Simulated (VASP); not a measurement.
## A VASP 6.6.1 single-point calculation on BaZrO$_{3}$

INCAR

```
ENCUT = 520
ISMEAR = -1
IBRION = -1
NBANDS = 28
LREAL = .FALSE.
LWAVE = .FALSE.
PREC = Accurate
NSW = 0
NELECT = 41
LCHARG = .FALSE.
SIGMA = 0.02
LASPH = .TRUE.
EDIFF = 1E-7
ISIF = 2
GGA = RP
NELM = 55
```

KPOINTS

```
KPOINTS created by Atomic Simulation Environment
0
Gamma
3 3 3
0 0 0
```

POSCAR

```
Ba Zr O
 1.0000000000000000
     4.2053549142000000    0.0000000000000000    0.0000000000000000
     0.0000000000000000    4.2053549142000000    0.0000000000000000
     0.0000000000000000    0.0000000000000000    4.1212478159000003
 Ba  Zr  O
   1   1   3
Cartesian
  0.0000000000000000  0.0000000000000000  0.0000000000000000
  2.1026774571000000  2.1026774571000000  2.0606239079500002
  2.1026774571000000  2.1026774571000000  0.0000000000000000
  2.1026774571000000  0.0000000000000000  2.0606239079500002
  0.0000000000000000  2.1026774571000000  2.0606239079500002
```

The recommended PBE PAW datasets give the neutral cell 40 valence electrons.

Command

```
mpirun -np 1 vasp_std
```

OSZICAR

```
N       E                     dE             d eps       ncg     rms          rms(c)
DAV:   1     0.331227443911E+03    0.33123E+03   -0.22381E+04   336   0.143E+03
DAV:   2    -0.170737304010E+02   -0.34830E+03   -0.33981E+03   416   0.365E+02
DAV:   3    -0.379125039517E+02   -0.20839E+02   -0.20578E+02   512   0.823E+01
DAV:   4    -0.384097653954E+02   -0.49726E+00   -0.49279E+00   492   0.103E+01
DAV:   5    -0.384235862060E+02   -0.13821E-01   -0.12816E-01   452   0.105E+00    0.299E+01
DAV:   6    -0.315050100647E+02    0.69186E+01   -0.37357E+01   384   0.371E+01    0.139E+01
DAV:   7    -0.313999824351E+02    0.10503E+00   -0.23941E+00   408   0.914E+00    0.904E+00
DAV:   8    -0.314079654000E+02   -0.79830E-02   -0.29655E-01   416   0.411E+00    0.842E-01
DAV:   9    -0.314008184477E+02    0.71470E-02   -0.70601E-02   468   0.138E+00    0.333E-01
DAV:  10    -0.314011465180E+02   -0.32807E-03   -0.30046E-03   452   0.345E-01    0.247E-01
DAV:  11    -0.314021875900E+02   -0.10411E-02   -0.35758E-03   436   0.474E-01    0.900E-02
DAV:  12    -0.314022157736E+02   -0.28184E-04   -0.26018E-04   464   0.101E-01    0.337E-02
DAV:  13    -0.314022296111E+02   -0.13837E-04   -0.30716E-05   444   0.422E-02    0.235E-02
DAV:  14    -0.314022556028E+02   -0.25992E-04   -0.69783E-05   404   0.521E-02    0.524E-03
DAV:  15    -0.314022557808E+02   -0.17804E-06   -0.46553E-06   500   0.117E-02    0.209E-03
DAV:  16    -0.314022560319E+02   -0.25112E-06   -0.42731E-07   400   0.448E-03    0.142E-03
DAV:  17    -0.314022560249E+02    0.70413E-08   -0.48350E-08   228   0.156E-03
   1 F= -.31402256E+02 E0= -.31398772E+02  d E =-.696823E-02
```

Standard output (part)

```
POSCAR found type information on POSCAR BaZrO
 POSCAR found :  3 types and       5 ions
 LDA part: xc-table for (Slater+PW92), standard interpolation
 POSCAR, INCAR and KPOINTS ok, starting setup
 WAVECAR not read
 entering main loop
 the old and the new charge density differ
    0.299E+01
```

From OUTCAR

```
k-points           NKPTS =      6   k-points in BZ     NKDIM =      6   number of bands    NBANDS=     28

   NELECT =      41.0000    total number of electrons

   dimension x,y,z NGX =    32 NGY =   32 NGZ =   32
   dimension x,y,z NGXF=    64 NGYF=   64 NGZF=   64

  energy-cutoff  :      520.00
  volume of cell :       72.88
      direct lattice vectors                 reciprocal lattice vectors
     4.205354914  0.000000000  0.000000000     0.237792058  0.000000000  0.000000000
     0.000000000  4.205354914  0.000000000     0.000000000  0.237792058  0.000000000
     0.000000000  0.000000000  4.121247816     0.000000000  0.000000000  0.242644957

 k-points in reciprocal lattice and weights: KPOINTS created by Atomic Simulation Env
   0.00000000  0.00000000  0.00000000       0.037
   0.33333333  0.00000000  0.00000000       0.148
   0.33333333  0.33333333  0.00000000       0.148
   0.00000000  0.00000000  0.33333333       0.074
   0.33333333  0.00000000  0.33333333       0.296
   0.33333333  0.33333333  0.33333333       0.296

 E-fermi :   9.3999

 k-point     1 :       0.0000    0.0000    0.0000
  band No.  band energies     occupation
      1     -41.7813      2.00000
      2     -21.8127      2.00000
      3     -20.1414      2.00000
      4     -20.0476      2.00000
      5     -20.0476      2.00000
      6     -12.5525      2.00000
      7     -12.2603      2.00000
      8     -12.1673      2.00000
      9      -6.9555      2.00000
     10      -6.9555      2.00000
     11      -6.9022      2.00000
     12       2.5006      2.00000
     13       2.5006      2.00000
     14       2.6166      2.00000
     15       2.8840      2.00000
     16       2.8840      2.00000
     17       2.9423      2.00000
     18       3.8297      2.00000
     19       3.8297      2.00000
     20       3.8563      2.00000
     21       7.5031      2.00000
     22       7.6028      2.00000
     23       7.6028      2.00000
     24       8.0828      2.00000
     25       8.2476      2.00000
     26       9.6370      0.00001
     27      12.2315      0.00000
     28      12.4352      0.00000

 k-point     2 :       0.3333    0.0000    0.0000
  band No.  band energies     occupation
      1     -41.7784      2.00000
      2     -21.8036      2.00000
      3     -20.2447      2.00000
      4     -20.1355      2.00000
      5     -20.0414      2.00000
      6     -12.6940      2.00000
      7     -12.2284      2.00000
      8     -11.4499      2.00000
      9      -6.9111      2.00000
     10      -6.8550      2.00000
     11      -6.7750      2.00000
     12       1.1867      2.00000
     13       2.0773      2.00000
     14       2.2298      2.00000
     15       2.2401      2.00000
     16       2.3357      2.00000
     17       2.4076      2.00000
     18       2.4078      2.00000
     19       3.6741      2.00000
     20       3.7062      2.00000
     21       8.0244      2.00000
     22       9.3994      1.01147
     23       9.4544      0.12308
     24       9.4597      0.09558
     25       9.6734      0.00000
     26      11.3199      0.00000
     27      11.6940      0.00000
     28      12.3822      0.00000

 ...

  Total       14.1501253     14.1501253     15.4651019      0.0000000      0.0000000      0.0000000
  in kB      311.0547438    311.0547438    339.9611808      0.0000000      0.0000000      0.0000000
  external PRESSURE =     320.6902228 kB  Pullay stress =       0.0000000 kB

 POSITION                                       TOTAL-FORCE (eV/Angst)
 -----------------------------------------------------------------------------------
      0.00000      0.00000      0.00000         0.000000      0.000000      0.000000
      2.10268      2.10268      2.06062         0.000000      0.000000      0.000000
      2.10268      2.10268      0.00000         0.000000      0.000000      0.000000
      2.10268      0.00000      2.06062         0.000000      0.000000      0.000000
      0.00000      2.10268      2.06062         0.000000      0.000000      0.000000
 -----------------------------------------------------------------------------------
    total drift:                                0.000000     -0.000000     -0.000000

  FREE ENERGIE OF THE ION-ELECTRON SYSTEM (eV)
  ---------------------------------------------------
  free  energy   TOTEN  =       -31.4022560249 eV

  energy  without entropy=      -31.3952877943  energy(sigma->0) =      -31.39877191
```

It converged. Results: pressure 32.1 GPa.

The cell is charged and sits in a uniform background.

For comparison, a separate PBE run of the intended cell, on usual settings and not on those above, gives a gap of 3.14 eV on its mesh and a pressure of 7.0 GPa.

The run above took about 15 s on one core of a shared host (Intel Xeon Platinum 8488C) and held 0.18 GiB at most.
